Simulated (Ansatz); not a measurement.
Level of theory: DFT PBE, scalar-relativistic, plane waves, PAW in Ansatz. Settings: cutoff 420 eV, Γ-centred meshes spaced at most about 0.3 Å⁻¹, and about 0.25 Å⁻¹ or finer for metals (2π included), Gaussian smearing. No spin polarisation.

All energies are static (0 K, no zero-point motion).

Two relaxed structures of Si5C3:

1.

```
CELL_PARAMETERS angstrom
3.17578 0.00000 0.00000
-1.58789 2.75030 0.00000
0.00000 0.00000 11.21182
ATOMIC_POSITIONS crystal
Si 0.00000 0.00000 0.02793
Si 0.33333 0.66667 0.25069
Si 0.66667 0.33333 0.47507
Si 0.33333 0.66667 0.70008
Si 0.33333 0.66667 0.91114
C 0.00000 0.00000 0.19746
C 0.33333 0.66667 0.42040
C 0.66667 0.33333 0.64622
```

2.

```
CELL_PARAMETERS angstrom
1.58876 0.91727 11.18198
-1.58876 0.91727 11.18198
0.00000 -1.83455 11.18198
ATOMIC_POSITIONS crystal
Si 0.00934 0.00934 0.00934
Si 0.49173 0.49173 0.49173
Si 0.75037 0.75037 0.75037
Si 0.23314 0.23314 0.23314
Si 0.30371 0.30371 0.30371
C 0.06575 0.06575 0.06575
C 0.54882 0.54882 0.54882
C 0.80695 0.80695 0.80695
```

Question: Which would you expect to be lower, and how large is the difference?

Answer: Cell 2 is lower, by 20 meV/atom. Cell 1 has space group P3m1 (No. 156), 12.2 Å³/atom and no gap on its mesh; cell 2 has Si and C ordered on diamond sites, space group R3m (No. 160), 12.2 Å³/atom and no gap. Counting C atoms around Si (those within 1.25 times the shortest such distance or 1.15 times the sum of covalent radii; the shortest distance is added where it is long for a bond; a slash parts the counts of unlike sites), cell 1 and cell 2 both have Si 1/3/4/6 from 3.5 Å. Cell 1 and cell 2 both hold Si–Si nets. Even the lower one lies +0.10 eV/atom against the reference forms of the elements (uncorrected), so neither is stable at this level. Both come from invented guesses. The lowest form computed isn't among them: it has Si and C ordered on diamond sites, space group P-4m2 (No. 115), 12.4 Å³/atom and lies 4 meV/atom below the best shown.

The k mesh leaves some 4 meV/atom of noise in the energy of each metallic cell. Cells relaxed within their symmetry can be saddle points. Some types were kept out of the candidates beforehand, so the set may lack a known form.
